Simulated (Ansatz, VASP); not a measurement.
## Cross-check of Al96CN95 (C_N) between VASP and Ansatz

Wanted: the spread between two codes on one cell, functional and k mesh. The cell is taken from a series of runs on this material, whose earlier steps may have relaxed, scaled, displaced or heated it; both programs get it as it stands.

Main program and level: Ansatz 0.2.0; plane waves, with VASP 6.6.1 beside it; single point at LDA.

## Step 1: The starting structure

The cell holds 192 atoms: 96 Al, 95 N and 1 C. Its edges and angles: a = 12.355 Å, b = 12.355 Å, c = 14.830 Å, α = 90.0°, β = 90.0°, γ = 120.0°. It derives from AlN (AlN (P6_3mc)). Nearest the centre at fractional (0.333, 0.167, 0.460): C192 at 0.05 Å, Al26 at 1.90 Å, Al27 at 1.91 Å, Al3 at 1.92 Å, Al33 at 1.93 Å, Al28 at 3.01 Å, N127 at 3.03 Å, N123 at 3.07 Å.

## Step 2: Ansatz: single point, LDA

Ansatz runs on its default PAW (the set named soft_2) files.

With cell and atoms fixed, the geometry can't cause a difference; cores, projectors, grids and the points listed under the comparison can.

input.yaml

```yaml
crystal:
  lattice:
    - [12.35508456, 0.0, 0.0]
    - [-6.17754228, 10.6998171, 0.0]
    - [0.0, 0.0, 14.82981436]
  atoms:
    - { symbol: Al, position: [0.16549025019, 0.08254713869, 0.16491997558] }
    - { symbol: Al, position: [0.08245900458, 0.16611754255, 0.33250911149] }
    - { symbol: "N", position: [0.08263853444, 0.16646861671, 0.12608816216] }
    - { symbol: "N", position: [0.16417989296, 0.08175845602, 0.29160303174] }
    - { symbol: Al, position: [0.16211798529, 0.08279724384, 0.49849377682] }
    - { symbol: Al, position: [0.08262909174, 0.16708373669, 0.66602501578] }
    - { symbol: "N", position: [0.07951467129, 0.16679449381, 0.45962084272] }
    - { symbol: "N", position: [0.16457796052, 0.08282618859, 0.62723518351] }
    - { symbol: Al, position: [0.16674044179, 0.08360359818, 0.83164397641] }
    - { symbol: Al, position: [0.0828550811, 0.16649332105, 0.99882260325] }
    - { symbol: "N", position: [0.08282149073, 0.16692352248, 0.79348536533] }
    - { symbol: "N", position: [0.16620156454, 0.0831621098, 0.95938154421] }
    - { symbol: Al, position: [0.16619817968, 0.33291584085, 0.16600639492] }
    - { symbol: Al, position: [0.08293995915, 0.41636636531, 0.33283016348] }
    - { symbol: "N", position: [0.08285737218, 0.41639422879, 0.12677590204] }
    - { symbol: "N", position: [0.1662553132, 0.33298045714, 0.29340932125] }
    - { symbol: Al, position: [0.16661276522, 0.3332582773, 0.49918507938] }
    - { symbol: Al, position: [0.08301297876, 0.41688606103, 0.66577975926] }
    - { symbol: "N", position: [0.08304410632, 0.4169395203, 0.46016624249] }
    - { symbol: "N", position: [0.16647261634, 0.33366895104, 0.62685848633] }
    - { symbol: Al, position: [0.16612900986, 0.33352189993, 0.83271269095] }
    - { symbol: Al, position: [0.08287217367, 0.41654614395, 0.99942071627] }
    - { symbol: "N", position: [0.08289137428, 0.41681490401, 0.79329481225] }
    - { symbol: "N", position: [0.16610401719, 0.3332688526, 0.9600447639] }
    - { symbol: Al, position: [0.16616642618, 0.58304197707, 0.16609276366] }
    - { symbol: Al, position: [0.08292023718, 0.66657744341, 0.33278551125] }
    - { symbol: "N", position: [0.0827844503, 0.66630440276, 0.12666626304] }
    - { symbol: "N", position: [0.16617305422, 0.58307306501, 0.29343155266] }
    - { symbol: Al, position: [0.16640308009, 0.58360529114, 0.4991840092] }
    - { symbol: Al, position: [0.08310667672, 0.66696723257, 0.66566215821] }
    - { symbol: "N", position: [0.08318993501, 0.66711726374, 0.46012313065] }
    - { symbol: "N", position: [0.16643722233, 0.58360280171, 0.62671227243] }
    - { symbol: Al, position: [0.16622050162, 0.58337422459, 0.83259466893] }
    - { symbol: Al, position: [0.08288252169, 0.66650809429, 0.99929431462] }
    - { symbol: "N", position: [0.08295313673, 0.66665652008, 0.7931777091] }
    - { symbol: "N", position: [0.16617431061, 0.58317031504, 0.96002233598] }
    - { symbol: Al, position: [0.16617552691, 0.83309425562, 0.16578966349] }
    - { symbol: Al, position: [0.08219358701, 0.91605899938, 0.33257657233] }
    - { symbol: "N", position: [0.08249246966, 0.91585286726, 0.12595747206] }
    - { symbol: "N", position: [0.16620507882, 0.8331525656, 0.29322031971] }
    - { symbol: Al, position: [0.16692998575, 0.8346284496, 0.49886820488] }
    - { symbol: Al, position: [0.0827669296, 0.91655201206, 0.66579012919] }
    - { symbol: "N", position: [0.08045805587, 0.91492581867, 0.45978824904] }
    - { symbol: "N", position: [0.16643653147, 0.83364546993, 0.62651796287] }
    - { symbol: Al, position: [0.16625325282, 0.83325948809, 0.83230771514] }
    - { symbol: Al, position: [0.08285246776, 0.91642927695, 0.99869616048] }
    - { symbol: "N", position: [0.08283072994, 0.91648395781, 0.79329269541] }
    - { symbol: "N", position: [0.16613287237, 0.83300776507, 0.95966573591] }
    - { symbol: Al, position: [0.41633259185, 0.08254134369, 0.16490619194] }
    - { symbol: Al, position: [0.33107077762, 0.1627780939, 0.33145719763] }
    - { symbol: "N", position: [0.33257870609, 0.16588330767, 0.12608606123] }
    - { symbol: "N", position: [0.41688525277, 0.08174081213, 0.29157951902] }
    - { symbol: Al, position: [0.41995099407, 0.08283266137, 0.49840738686] }
    - { symbol: Al, position: [0.33332012553, 0.16744989733, 0.66266676334] }
    - { symbol: C, position: [0.33359370465, 0.16807152548, 0.46313241601] }
    - { symbol: "N", position: [0.41745567734, 0.08286546838, 0.62715613004] }
    - { symbol: Al, position: [0.41610411777, 0.08360858512, 0.83165086654] }
    - { symbol: Al, position: [0.33283731876, 0.16642109092, 0.99864404622] }
    - { symbol: "N", position: [0.33296344941, 0.16668366288, 0.79180700605] }
    - { symbol: "N", position: [0.41621729095, 0.083161414, 0.95938367339] }
    - { symbol: Al, position: [0.41581264031, 0.33235589151, 0.16571557985] }
    - { symbol: Al, position: [0.3328177062, 0.4157544984, 0.33353838413] }
[... 15 lines left out ...]
    - { symbol: Al, position: [0.41657810746, 0.58444592545, 0.49972336739] }
    - { symbol: Al, position: [0.33297119461, 0.66700811831, 0.66618060932] }
    - { symbol: "N", position: [0.3330141081, 0.66677519565, 0.45997555205] }
    - { symbol: "N", position: [0.41657675332, 0.58431409593, 0.62717480984] }
    - { symbol: Al, position: [0.41632652132, 0.58358702959, 0.83293898892] }
    - { symbol: Al, position: [0.33283471464, 0.66645419405, 0.99934186503] }
    - { symbol: "N", position: [0.33289992918, 0.66676885835, 0.79357254942] }
    - { symbol: "N", position: [0.4162760815, 0.58326091007, 0.96025132747] }
    - { symbol: Al, position: [0.41615752137, 0.83287281213, 0.16577327736] }
    - { symbol: Al, position: [0.33312284739, 0.91604512645, 0.33255071294] }
    - { symbol: "N", position: [0.33261936799, 0.91584399156, 0.12595565014] }
    - { symbol: "N", position: [0.41631063661, 0.83255176939, 0.29301002671] }
    - { symbol: Al, position: [0.41668313144, 0.83280894363, 0.49937664147] }
    - { symbol: Al, position: [0.33301201249, 0.91657055215, 0.66576257729] }
    - { symbol: "N", position: [0.33370727642, 0.91494962976, 0.45976747024] }
    - { symbol: "N", position: [0.41654574303, 0.8333480729, 0.62684480817] }
    - { symbol: Al, position: [0.41631405882, 0.83339863268, 0.83256089743] }
    - { symbol: Al, position: [0.33283051696, 0.91642539097, 0.99869893281] }
    - { symbol: "N", position: [0.33290358087, 0.9165032371, 0.79327017387] }
    - { symbol: "N", position: [0.41626307795, 0.83308023075, 0.95989419569] }
    - { symbol: Al, position: [0.6661917014, 0.08300049546, 0.16572350978] }
    - { symbol: Al, position: [0.58295683558, 0.16612897658, 0.33248229951] }
    - { symbol: "N", position: [0.58310764408, 0.16647581223, 0.12608251102] }
    - { symbol: "N", position: [0.66636960723, 0.08285066738, 0.29290328013] }
    - { symbol: Al, position: [0.66739208506, 0.08316926726, 0.499375714] }
    - { symbol: Al, position: [0.58368168895, 0.16710202941, 0.66599975836] }
    - { symbol: "N", position: [0.58654351238, 0.16682095077, 0.4595991202] }
    - { symbol: "N", position: [0.66668452392, 0.08336695318, 0.62688851069] }
    - { symbol: Al, position: [0.66634184101, 0.08334495615, 0.83256890083] }
    - { symbol: Al, position: [0.58289922382, 0.16649801406, 0.9988208089] }
    - { symbol: "N", position: [0.58332886168, 0.16692018793, 0.79346228867] }
    - { symbol: "N", position: [0.66628505648, 0.08312891778, 0.95989051444] }
    - { symbol: Al, position: [0.66598899383, 0.33292447064, 0.16599965707] }
    - { symbol: Al, position: [0.58222111851, 0.41577160318, 0.33353951977] }
    - { symbol: "N", position: [0.58252143923, 0.41605651006, 0.12648147303] }
    - { symbol: "N", position: [0.66600653238, 0.3329940569, 0.29340215913] }
    - { symbol: Al, position: [0.66593006984, 0.3332862962, 0.49917815151] }
    - { symbol: Al, position: [0.58411250973, 0.41785964151, 0.66682179242] }
    - { symbol: "N", position: [0.58512233725, 0.41934074702, 0.46061394658] }
    - { symbol: "N", position: [0.66645135772, 0.33368324302, 0.62685029958] }
    - { symbol: Al, position: [0.66664009974, 0.33352223963, 0.83270498389] }
    - { symbol: Al, position: [0.58266195276, 0.41632561339, 0.99897234199] }
    - { symbol: "N", position: [0.58376112518, 0.41717815313, 0.7940888973] }
    - { symbol: "N", position: [0.66642097886, 0.33326850872, 0.9600369278] }
    - { symbol: Al, position: [0.66587058724, 0.58268720256, 0.16605829211] }
    - { symbol: Al, position: [0.58269109153, 0.66611815714, 0.33274146083] }
    - { symbol: "N", position: [0.58276154458, 0.66626531766, 0.12672729758] }
    - { symbol: "N", position: [0.66569364867, 0.58249510026, 0.29333462124] }
    - { symbol: Al, position: [0.66713565193, 0.58445669728, 0.49972334855] }
    - { symbol: Al, position: [0.58311544561, 0.66698963512, 0.66627897147] }
    - { symbol: "N", position: [0.58315451616, 0.66705638502, 0.46023413677] }
    - { symbol: "N", position: [0.66697689646, 0.58431447347, 0.62717665441] }
    - { symbol: Al, position: [0.66650632076, 0.58358784203, 0.83294009274] }
    - { symbol: Al, position: [0.58289138324, 0.66653054761, 0.99944242814] }
    - { symbol: "N", position: [0.58299769658, 0.66675005277, 0.79368973487] }
    - { symbol: "N", position: [0.66623833658, 0.5832625718, 0.96025238856] }
    - { symbol: Al, position: [0.66609959274, 0.83293934416, 0.16595284378] }
    - { symbol: Al, position: [0.58289388181, 0.9163493727, 0.3324997934] }
    - { symbol: "N", position: [0.58283657497, 0.91629848535, 0.12646199122] }
    - { symbol: "N", position: [0.66602619188, 0.83278937174, 0.29326435861] }
    - { symbol: Al, position: [0.66627990571, 0.83331766696, 0.49940777168] }
    - { symbol: Al, position: [0.58307740352, 0.91682452999, 0.66605436119] }
    - { symbol: "N", position: [0.58325775219, 0.91651397042, 0.46001237818] }
    - { symbol: "N", position: [0.66638295858, 0.83353706392, 0.62688337735] }
    - { symbol: Al, position: [0.66630802919, 0.8333750498, 0.83270623338] }
    - { symbol: Al, position: [0.58288571621, 0.91648457311, 0.99917972741] }
    - { symbol: "N", position: [0.58300761043, 0.91669140625, 0.79345780535] }
    - { symbol: "N", position: [0.66619767683, 0.83314646517, 0.96003626037] }
    - { symbol: Al, position: [0.91608045604, 0.08300058146, 0.16572925768] }
    - { symbol: Al, position: [0.83280298462, 0.16632407139, 0.33254342739] }
    - { symbol: "N", position: [0.83288956339, 0.16650922084, 0.12647123492] }
    - { symbol: "N", position: [0.91576905689, 0.08285249445, 0.29291010801] }
    - { symbol: Al, position: [0.91502214582, 0.08316093413, 0.49938405504] }
    - { symbol: Al, position: [0.83306497802, 0.16690157522, 0.66610225116] }
    - { symbol: "N", position: [0.83303251571, 0.16681335162, 0.459875111] }
    - { symbol: "N", position: [0.91589610512, 0.08336036195, 0.62689714961] }
    - { symbol: Al, position: [0.91623916265, 0.08334328942, 0.83257786441] }
    - { symbol: Al, position: [0.8329169374, 0.1665805394, 0.99918612532] }
    - { symbol: "N", position: [0.83302670081, 0.16681679012, 0.79348777557] }
    - { symbol: "N", position: [0.91609350377, 0.08312670857, 0.95989867592] }
    - { symbol: Al, position: [0.9161597805, 0.33305261311, 0.16606228759] }
    - { symbol: Al, position: [0.83270551175, 0.41637512381, 0.33282757869] }
    - { symbol: "N", position: [0.83280658475, 0.41639746811, 0.1267730745] }
    - { symbol: "N", position: [0.91619479807, 0.33311884573, 0.29340971061] }
    - { symbol: Al, position: [0.91633064252, 0.33339401311, 0.49913443491] }
    - { symbol: Al, position: [0.83312697926, 0.41689083385, 0.66577880809] }
    - { symbol: "N", position: [0.83317353088, 0.41694820706, 0.46016362559] }
    - { symbol: "N", position: [0.91634191813, 0.33343686342, 0.62668166813] }
    - { symbol: Al, position: [0.91636230938, 0.33347519255, 0.83260031216] }
    - { symbol: Al, position: [0.8329313469, 0.41654663258, 0.99941794014] }
    - { symbol: "N", position: [0.8331719933, 0.41681472753, 0.79329316632] }
    - { symbol: "N", position: [0.91627623721, 0.33329668571, 0.96001541395] }
    - { symbol: Al, position: [0.91614007893, 0.58304537408, 0.1660924523] }
    - { symbol: Al, position: [0.83243376877, 0.66613966052, 0.33262127128] }
    - { symbol: "N", position: [0.83261034051, 0.66611746226, 0.1266650767] }
    - { symbol: "N", position: [0.9161660487, 0.5830788193, 0.29343116583] }
    - { symbol: Al, position: [0.91646085456, 0.58361478964, 0.49918366221] }
    - { symbol: Al, position: [0.83327453107, 0.66700156993, 0.66618567422] }
    - { symbol: "N", position: [0.83301755746, 0.66677624826, 0.45997620474] }
    - { symbol: "N", position: [0.91641172879, 0.58360580422, 0.62671268308] }
    - { symbol: Al, position: [0.9164029802, 0.5833750431, 0.83259594661] }
    - { symbol: Al, position: [0.83287334974, 0.66645378206, 0.99934472633] }
    - { symbol: "N", position: [0.83311300114, 0.66676409461, 0.79357697036] }
    - { symbol: "N", position: [0.91625118312, 0.58317156891, 0.96002284627] }
    - { symbol: Al, position: [0.91598239199, 0.83288049138, 0.16577778142] }
    - { symbol: Al, position: [0.83272001859, 0.91634935639, 0.33250516137] }
    - { symbol: "N", position: [0.8327205096, 0.91629850824, 0.12646667482] }
    - { symbol: "N", position: [0.91551789567, 0.83256640268, 0.29301398068] }
    - { symbol: Al, position: [0.91536410812, 0.8327994795, 0.49938566416] }
    - { symbol: Al, position: [0.83297690183, 0.91681859937, 0.66606056757] }
    - { symbol: "N", position: [0.83249132059, 0.91650534182, 0.46001783566] }
    - { symbol: "N", position: [0.91601994067, 0.83333307534, 0.62685495569] }
    - { symbol: Al, position: [0.91632171416, 0.83339264773, 0.83257107853] }
    - { symbol: Al, position: [0.83284798501, 0.91648325717, 0.9991849866] }
    - { symbol: "N", position: [0.83292448628, 0.91668878506, 0.79346456198] }
    - { symbol: "N", position: [0.91606646834, 0.83307958876, 0.95990389591] }
  host:
    repeats: [4, 4, 3]
    atoms:
      - { symbol: Al, position: [0.66666667, 0.33333333, 0.49700755] }
      - { symbol: Al, position: [0.33333333, 0.66666667, 0.99700755] }
      - { symbol: "N", position: [0.33333333, 0.66666667, 0.37899245] }
      - { symbol: "N", position: [0.66666667, 0.33333333, 0.87899245] }
basis:
  ecutwfc: 420
  xc_grid: 2
hamiltonian:
  xc: lda
kpoints:
  mp_grid: { grid: [1, 1, 1] }
magnetization:
  spin_polarized: true
  initial_magnetization: 1
  spin_locking: { lock_magnetization: hard }
scf:
  occupations: { method: fermi_dirac, width: 0.01 }
  max_iter: 60
output:
  forces: true
  charged_corrections:
    epsilon: [4.5, 4.5, 4.73]
    static_epsilon: [8.21, 8.21, 9.77]
    defect_position: [0.333333, 0.166667, 0.459664]
checkpoint:
  read: "../q0_M1.relax_smeared.run"
  write: "../cc0.q0_M1.l0.67.run"
  compress: false
  write_wavefunctions: false
  write_every: 100000
```

Command:

```
$ ansatz run input.yaml --threads 4 --pin off --max-ram 14131MiB --backend cpu --events-out ev --progress --plain --runs-dir out
```

Numbers of over 12 decimals in the logs are rounded to 6 here.

What it wrote:

```text
Warning: checkpoint.read: the run can stay near the saved state's solution: 192 site(s) moved relative to the saved geometry (max |Δs| = 2.231e-3 fractional); the SCF starts from the saved state under `checkpoint.density_extrapolation: transplant`, in force with no word given; its orbitals are not used off its sites. A run without `checkpoint.read` takes nothing of the state. A lower free energy from it at the same positions (and U, V and field ramp, if any), with starting moments typed, shows a solution that this start missed, and an equal or higher one rules none out (checkpoint.read, Limitations, in the input reference)
Engine: ansatz 0.2.0, aarch64-unknown-linux-gnu
Pseudopotentials: kind: paw
Pseudopotential: Al, paw, valence charge 3, recommended cutoff 420 eV (normal), Al.paw.azcp
Pseudopotential: N, paw, valence charge 5, recommended cutoff 420 eV (normal), N.paw.azcp
Pseudopotential: C, paw, valence charge 4, recommended cutoff 420 eV (normal), C.paw.azcp
Functional definition: SPW92
  exchange = slater_x
  correlation = pw_c
Crystal: 192 atoms, lattice volume = 1960.459 Å³
Basis set: ecut = 420 eV, 38359 PW (Γ), exchange–correlation on 180×180×200 points (8 copies of the dense FFT grid, shifted against one another)
Bands: 576, of which v1, the nominal top of the filled ones, is band 384 counted from 1 (383 counted from 0)
Symmetry: 1 space group operations
Space group: P1 (ITA 1), of the structure as read, at distance tolerance 1.3e-4 Å
Magnetic group: BNS 1.1 (UNI 1), of the structure as read, at distance tolerance 1.3e-4 Å
k-points: 1
Non-local potential: Al, projectors of the file, l = 0: 2, l = 1: 2, l = 2: 1
Non-local potential: N, projectors of the file, l = 0: 2, l = 1: 2, l = 2: 1
Non-local potential: C, projectors of the file, l = 0: 2, l = 1: 2, l = 2: 1
PAW form: soft (Blöchl's): semilocal exchange-correlation on the pseudo side does not see the compensation charge
PAW frozen core: Al, regenerated for the run's functional, and the local potential with it (the file was generated under x = pbe(κ = 0.804, μ = 0.219515), c = pbe(β = 0.066725))
PAW frozen core: N, regenerated for the run's functional, and the local potential with it (the file was generated under x = pbe(κ = 0.804, μ = 0.219515), c = pbe(β = 0.066725))
PAW frozen core: C, regenerated for the run's functional, and the local potential with it (the file was generated under x = pbe(κ = 0.804, μ = 0.219515), c = pbe(β = 0.066725))
PAW one-centre angular grid: Al, 110 points (default); XC on 64 Gauss nodes
PAW one-centre angular grid: N, 110 points (default); XC on 64 Gauss nodes
PAW one-centre angular grid: C, 110 points (default); XC on 64 Gauss nodes
Initial density: read from a saved state, or passed on in memory by an earlier SCF of this step, an earlier step, the calling program or the single point that the run made first, carried with its atoms to this geometry
Starting moments: Σ|m| = 1 μB on 192 of 192 sites; this step starts from the density that it was given
Initial wavefunctions: pseudopotential atomic-orbital guess
Functional: x = slater, c = lda
iter 1 solved again at ethr=7.36e-6 eV; its pass at ethr=3.10e-3 eV (dr2=5.64e-2 eV) is discarded
SCF iter   1: F=—  HF=-85288.484030 eV  |F-HF|=—  |Δ(HF+E_count)|=         —  Δρ=9.84e-4 (↑7.29e-4 ↓9.84e-4)  dr2=5.59e-2  dr2_m=1.75e-3  M=1.000 μB ∫|m|=1.077 μB  β_m=0.30  ethr=7.36e-6  ⟨swp⟩=13.5  Hψ=10539  notcnv=0  defer=6
preconditioner: auto → Resta (q_TF=auto, 2.333 Å⁻¹)  ε∞=4.1  [insulator: Δε(μ)=0.156 eV  Ē_g=13.109 eV  σ=0.010 eV  W_gap=1.00  n_scr=424 (ndim 8)  ℏωp=23.2 eV  f_vac=0.000  D(μ)=0.09/eV (n_scr^D=0)  ε∞_Penn≈4.1]
spin=Collinear: Resta preconditioning applied to the charge; magnetization (m = ρ↑ − ρ↓) channel mixes plain (no charge-response kernel on spin).
SCF iter   2: F=—  HF=-85288.474369 eV  |F-HF|=—  |Δ(HF+E_count)|=   9.66e-3  Δρ=5.91e-4 (↑4.95e-4 ↓5.91e-4)  dr2=2.03e-2  dr2_m=6.09e-4  M=1.000 μB ∫|m|=1.078 μB  β_m=0.51  ethr=7.29e-6  ⟨swp⟩=3.5  Hψ=2017  notcnv=0  defer=16
SCF iter   3: F=—  HF=-85288.468491 eV  |F-HF|=—  |Δ(HF+E_count)|=   5.88e-3  Δρ=2.22e-4 (↑1.63e-4 ↓2.22e-4)  dr2=2.14e-3  dr2_m=1.39e-4  M=1.000 μB ∫|m|=1.079 μB  β_m=0.58  ethr=2.65e-6  ⟨swp⟩=2.0  Hψ=1631  notcnv=0  defer=17
SCF iter   4: F=—  HF=-85288.467993 eV  |F-HF|=—  |Δ(HF+E_count)|=   4.98e-4  Δρ=4.27e-5 (↑3.99e-5 ↓4.27e-5)  dr2=8.78e-5  dr2_m=5.15e-6  M=1.000 μB ∫|m|=1.080 μB  β_m=0.63  ethr=2.79e-7  ⟨swp⟩=2.0  Hψ=1359  notcnv=0  defer=17
SCF iter   5: F=—  HF=-85288.468255 eV  |F-HF|=—  |Δ(HF+E_count)|=   2.62e-4  Δρ=2.29e-5 (↑1.57e-5 ↓2.29e-5)  dr2=2.17e-5  dr2_m=1.73e-6  M=1.000 μB ∫|m|=1.080 μB  β_m=0.62  ethr=1.14e-8  ⟨swp⟩=2.0  Hψ=1542  notcnv=0  defer=17
[...]
k-point 0 ↓: bands = [... 380 lower, 7.0587, 7.3760, 7.3834, 7.5415, 11.5534, 12.0060, 12.0166, 12.0206, ... 188 higher]
```

(Part 1 of 2 ends here.)

[Lines on the potential files, build, host, timing and source positions are cut from VASP's logs without a mark.]

[Logs are printed without paths, hosts, clocks, repeated set-up lines and the standing remarks that a program may print on its own settings, such as how far it seeks lower states.]

[Hosts, paths, dates, database ids (printed as entryN), source tags and the programs' standing remarks are cut or masked in the printed files.]
